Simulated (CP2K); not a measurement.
The system is PbSe.

```
Pb Se
1.0
     3.78432    0.00000    0.00000
     0.00000    3.78432    0.00000
     0.00000    0.00000    3.78432
Pb Se
1 1
Direct
  0.00000 0.00000 0.00000
  0.50000 0.50000 0.50000
```

Measurements of this composition are mostly on another form, of space group No. 225.

```yaml
Program: CP2K 2026.2
Task: single point
Functional: PBE
Potentials_or_basis: POTENTIAL_UZH Pb GTH-PBE-q4, Se GTH-PBE-q6; TZVP-MOLOPT-PBE-GTH basis
Density_cutoff: 6123 eV
k_mesh: 7 × 7 × 7
Occupations: fermi-dirac, width 0.05 eV
Spin: no spin polarisation
```

On this cell: pressure 0.6 GPa; largest force zero by symmetry; band gap on the k mesh none (metal or under the smearing width).

The same run follows on a disturbed copy (atoms moved at random, drawn with an rms of 0.05 Å):

```
Pb Se
1.0
     3.78432    0.00000    0.00000
     0.00000    3.78432    0.00000
     0.00000    0.00000    3.78432
Pb Se
1 1
Direct
  0.01013 0.99205 0.99264
  0.50635 0.49382 0.50459
```

What does the disturbed cell give?

The energy (extrapolated to zero smearing) moves by -0.3 meV/atom; pressure 0.6 GPa; largest force 0.028 eV/Å; band gap on the k mesh none (metal or under the smearing width).

Forces in eV/Å, atoms in the order of the input:
```
Pb   0.008 -0.004 -0.027
Se  -0.008  0.004  0.026
```

Caveats: the basis of atomic orbitals isn't converged, which shifts pressures, moduli and gaps.
